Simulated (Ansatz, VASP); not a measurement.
Two plane-wave programs on AlP

INCAR

```
SYSTEM = AlP
PREC = Accurate
ENCUT = 520
EDIFF = 1E-7
ISMEAR = 0
SIGMA = 0.02
LREAL = .False.
LASPH = .True.
NELM = 100
ALGO = Fast
ISIF = 2
LWAVE = .False.
LCHARG = .True.
GGA = PS
LELF = .True.
LVHAR = .True.
NBANDS = 11
```

Contents of KPOINTS:

```
Automatic mesh
0
Gamma
  8 8 8
  0 0 0
```

The input POSCAR:

```
AlP
1.0
    0.0000000000      2.7719152650      2.7719152650
    2.7719152650      0.0000000000      2.7719152650
    2.7719152650      2.7719152650      0.0000000000
Al P
1 1
Direct
    0.0000000000      0.0000000000      0.0000000000
    0.7500000000      0.7500000000      0.7500000000
```

Input for Ansatz:

```yaml
crystal:
  lattice:
    - [0.0, 2.771915265, 2.771915265]
    - [2.771915265, 0.0, 2.771915265]
    - [2.771915265, 2.771915265, 0.0]
  atoms:
    - { symbol: Al, position: [0.0, 0.0, 0.0] }
    - { symbol: P, position: [0.75, 0.75, 0.75] }
basis:
  ecutwfc: 420
kpoints:
  mp_grid: { grid: [8, 8, 8] }
hamiltonian:
  xc: pbesol
scf:
  occupations: { method: gaussian, width: 0.02 }
output:
  forces: true
  stress: true
  eigenvalues: true
```

Alike in both runs: task single point; functional PBEsol; k mesh 8 × 8 × 8; occupations gaussian, width 0.02 eV; no spin polarisation.

|  | VASP | Ansatz |
| --- | --- | --- |
| version | VASP 6.6.1 | Ansatz 0.2.0 |
| potentials or method | VASP PAW PBE potentials, release 64 (Al, P) | scalar-relativistic, plane waves, PAW |
| plane-wave cutoff (eV) | 520 | 420 |
| valence electrons in the cell | 8 | 8 |

Ansatz gave:

| Property | Result |
| --- | --- |
| gap on the k mesh at the Fermi level (eV) | 1.53 |
| least direct gap on the mesh (eV) | 2.82 |
| pressure (GPa) | -3.2 |

**Question.** Estimate VASP's values.

**Answer.** gap on the k mesh at the Fermi level (eV): 1.52; least direct gap on the mesh (eV): 2.82; pressure (GPa): -3.2.

The functional is the same, so the differences come from potentials, cutoffs and numerics.

Caveats: the PAW data sets were made with another functional, which shifts forces and pressure a little (VASP). A k mesh can miss the band edges.
